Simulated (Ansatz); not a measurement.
A strain series on CaO (CsCl type): uniaxial along [111], other directions held

CaO, CsCl type, relaxed with r2SCAN in Ansatz 0.2.0, then strained (uniaxial along [111], other directions held; changes of length per length, axes as in the cell below) with the atoms relaxed again within the symmetry that is left. It is cubic, Pm-3m (No. 221); a = 2.903 Å in the conventional setting, 12.24 Å³ an atom. Ca is surrounded by 8 O at 2.51 Å; O is surrounded by 8 Ca at 2.51 Å. All values are calculated for a non-magnetic cell, which may be hypothetical.

```xyz
2
Lattice="2.9032 0.0000 0.0000 0.0000 2.9032 0.0000 0.0000 0.0000 2.9032" Properties=species:S:1:pos:R:3 pbc="T T T"
Ca    0.0000    0.0000    0.0000
O     1.4516    1.4516    1.4516
```

Gaps are the least over each mesh (PBE 8×8×8, r2SCAN 8×8×8, HSE06 6×6×6 when unstrained) and the special points, which keep their unstrained names; stress is the change from the unstrained cell, compression positive.

```
strain (%)  gap, PBE (eV)  gap, r2SCAN (eV)  gap, HSE06 (eV)  edges, HSE06  stress along the strain, r2SCAN (GPa)  energy rise, r2SCAN (meV/atom)
       0.0          2.773             3.276            4.478         M → Γ                                   0.00                             0.0
     +1.47          2.780             3.282            4.481         M → Γ                                  -1.48                             0.9
     +2.69          2.789             3.290            4.487         M → Γ                                  -2.45                             2.8
     +4.36          2.807             3.307            4.499         M → Γ                                  -3.44                             6.6
```

The meshes of the hybrids are coarse, so their gaps aren't converged to the digits shown.
